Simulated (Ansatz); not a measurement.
# SrCl2 under changes of volume

One of the cells (28.299 Å³/atom); the others are scaled copies at fixed shape and fractional positions:

```
Sr Cl
1.0
     0.00000    3.48835    3.48835
     3.48835    0.00000    3.48835
     3.48835    3.48835    0.00000
Sr Cl
1 2
Direct
  0.00000 0.00000 0.00000
  0.75000 0.75000 0.75000
  0.25000 0.25000 0.25000
```

```yaml
Program: Ansatz 0.2.0
Functional: PBE
Potentials_or_basis: Ansatz PAW
Cutoff: "420 eV (not typed: the program's choice for these potentials)"
k_mesh: 7 × 7 × 7
Occupations: fermi-dirac, width 0.05 eV
Spin: no spin polarisation
```

```tsv
volume (Å³/atom)	energy over the lowest point (meV/atom)	pressure (GPa)	gap on the mesh (eV)
26.601	26.16	3.7	5.58
27.167	14.95	2.7	5.54
27.733	7.08	1.8	5.46
28.299	2.19	1.0	5.38
28.865	0.00	0.3	5.30
29.431	0.22	-0.4	5.22
29.997	?	?	?
```

What does the run at 29.997 Å³/atom give?

Energy over the lowest point 2.61 meV/atom; pressure -1.0 GPa; gap on the mesh 5.15 eV.

Worked out: A Birch-Murnaghan fit of order 3 (a polynomial in V^(-2/3)) to the other rows has its minimum at 29.09 Å³/atom with B0 = V·E''(V) = 34 GPa and B' = 4.5. It gives 2.62 meV/atom at 29.997 Å³/atom, against the run's 2.61, and -dE/dV = -1.0 GPa, against -1.0. A parabola through the other rows of the gap, of slope -5.16 eV per unit of ln V there, extrapolates to 5.12 eV, against the run's 5.15.

Energies are extrapolated to zero smearing.

Caveats: odd divisions of the mesh miss points on the zone boundary, where band edges often lie, so the gap on the mesh can be too wide.

A mesh can miss the band edges. Spin-orbit coupling on Sr is left out.
